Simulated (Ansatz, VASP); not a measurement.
Two plane-wave programs on SnO (Romarchite)

File INCAR:

```
ALGO = Normal
EDIFF = 1E-7
ENCUT = 520
GGA = PE
ISIF = 2
ISMEAR = -1
LASPH = True
LCHARG = False
LREAL = False
LWAVE = False
NBANDS = 28
NELM = 100
PREC = Accurate
SIGMA = 0.05
```

KPOINTS

```
k-points
0
Gamma
  5 5 4
```

Contents of POSCAR:

```
SnO
1.0
    3.6944759153      0.0000000000      0.0000000000
    0.0000000000      3.6944759153      0.0000000000
    0.0000000000      0.0000000000      4.7081079900
Sn O
2 2
Direct
    0.5000000000      0.0000000000      0.2369000000
    0.0000000000      0.5000000000      0.7631000000
    0.0000000000      0.0000000000      0.0000000000
    0.5000000000      0.5000000000      0.0000000000
```

Input for Ansatz:

```yaml
crystal:
  lattice:
    - [3.6944759152749462, 0.0, 0.0]
    - [0.0, 3.6944759152749462, 0.0]
    - [0.0, 0.0, 4.708107989960238]
  atoms:
    - { symbol: Sn, position: [0.5, 0.0, 0.2369] }
    - { symbol: Sn, position: [0.0, 0.5, 0.7631] }
    - { symbol: O, position: [0.0, 0.0, 0.0] }
    - { symbol: O, position: [0.5, 0.5, 0.0] }
basis:
  ecutwfc: 500.0
kpoints:
  mp_grid:
    grid: [5, 5, 4]
hamiltonian:
  xc: pbe
scf:
  occupations:
    method: fermi_dirac
    width: 0.05
output:
  stress: true
```

Alike in both runs: task single point; functional PBE; k mesh 5 × 5 × 4; occupations fermi-dirac, width 0.05 eV; no spin polarisation.

|  | VASP | Ansatz |
| --- | --- | --- |
| version | VASP 6.6.1 | Ansatz 0.2.0 |
| potentials or method | VASP PAW PBE potentials, release 64 (Sn_d, O) | plane waves, PAW |
| plane-wave cutoff (eV) | 520 | 500 |
| valence electrons in the cell | 40 | 40 |

|  | VASP | Ansatz | Ansatz less VASP |
| --- | --- | --- | --- |
| pressure (GPa) | 15.7 | 15.3 | -0.44 |
| largest component of the traceless stress (GPa) | 2.52 | 2.51 | -0.012 |

With one functional, cell and mesh, what is left measures potentials, basis and numerics.

Caveats: so large a pressure means that the cell lies far from this level's equilibrium, or that cutoff or potentials fall short (VASP).
